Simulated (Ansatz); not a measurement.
All numbers below come from Ansatz 0.2.0, DFT PBE, scalar-relativistic, plane waves, PAW. Settings: cutoff 420 eV, Γ-centred meshes spaced at most about 0.3 Å⁻¹, and about 0.25 Å⁻¹ or finer for metals (2π included), Gaussian smearing. No spin polarisation in the final relaxations.

All energies are static (0 K, no zero-point motion). All come from trial cells, and lower structures may exist.

Question: These unrelaxed guesses for P are each relaxed within their symmetry. Order them by the energy at which they end, lowest first.
A.

```
P
1.0
    -3.21266    3.21266    1.92118
     3.21266   -3.21266    1.92118
     3.21266    3.21266   -1.92118
P
6
Cartesian
  0.0000 0.0000 1.9212
  3.2127 0.0000 0.9606
  1.6063 2.8925 1.4409
  -1.6063 3.5328 1.4409
  0.3201 1.6063 0.4803
  -0.3201 4.8190 0.4803
```

B.

```
P
1.0
    -2.53871    2.53871    4.27978
     2.53871   -2.53871    4.27978
     2.53871    2.53871   -4.27978
P
5
Direct
  0.00000 0.00000 0.00000
  0.99377 0.78778 0.20599
  0.21222 0.41822 0.20599
  0.21222 0.00623 0.79401
  0.58178 0.78778 0.79401
```

C.

```
P
1.0
    -1.82836    2.99302    3.07328
     1.82836   -2.99302    3.07328
     1.82836    2.99302   -3.07328
P
4
Direct
  0.91153 0.34046 0.57107
  0.73060 0.65954 0.07107
  0.08847 0.65954 0.42893
  0.26940 0.34046 0.92893
```

D.

```
P
1.0
     5.92663    0.00000    0.00000
     0.00000    5.38457    0.00000
     0.00000    0.00000    6.46239
P
12
Direct
  0.33256 0.00000 0.00000
  0.16744 0.00000 0.50000
  0.66744 0.00000 0.00000
  0.83256 0.00000 0.50000
  0.67854 0.64249 0.10590
  0.82146 0.35751 0.60590
  0.82146 0.64249 0.39410
  0.67854 0.35751 0.89410
  0.32146 0.35751 0.89410
  0.17854 0.64249 0.39410
  0.17854 0.35751 0.60590
  0.32146 0.64249 0.10590
```

Answer: D (ends in Cmmm, 0 meV/atom), C (ends in Cmmm, 90 meV/atom), B (ends in I-4m2, 108 meV/atom), A (ends in I4_1/amd, 145 meV/atom).

No dispersion correction is applied, so the spacing and binding between layers, chains or molecules are poorly described (Cmmm at 25.1 Å³/atom), and this can change margins and order among such cells. Cells relaxed within their symmetry can be saddle points. The part of the Crystallography Open Database at hand lists P in space groups No. 2, 13, 64, 123; no cell shown has one of them. Some structure types and database cells were kept out of the candidates from the start, so a known form may be missing.
